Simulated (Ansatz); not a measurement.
Runs of Ansatz 0.2.0 on Sb. The cell holds a slab with vacuum, 4 atoms: a = 3.160 Å, b = 3.160 Å, c = 24.480 Å, α = 90.00°, β = 90.00°, γ = 90.00°. 

| task | level | cell | cutoff (eV) | basis error allowed | gap on the mesh (eV) | largest force (eV/Å) | work function (eV) |
| --- | --- | --- | --- | --- | --- | --- | --- |
| single point | PBE | the (1 0 0) slab of Sb, cut from the database cell, not relaxed | 184 | 0.001 eV/atom | none | 0.55 | 4.38 |
| single point | PBE | as given | 169 | 0.002 eV/atom | none | 0.55 | 4.38 |
| projected density of states | PBE | the (1 0 0) slab of Sb, cut from the database cell, not relaxed | 169 | 0.002 eV/atom | - | 0.55 | 4.38 |
| single point | PBEsol | as given | 169 | 0.002 eV/atom | none | 0.70 | 4.47 |
| single point | LDA | as given | 169 | 0.002 eV/atom | none | (a) | 4.66 |

Alike in all rows: potentials or basis all-electron LAPW, scalar-relativistic; no spin polarisation; k mesh 8 × 8 × 1; smearing fermi-dirac 0.05 eV.

**Question.** Estimate the missing entries.

**Answer.** (a) 0.76.

Caveats: spin-orbit coupling is left out, which moves the levels of the heavy elements (some runs).

A k mesh can miss the band edges, and the runs leave out spin-orbit coupling on Sb.

A gap of «none» marks a metal or a gap under the smearing width.
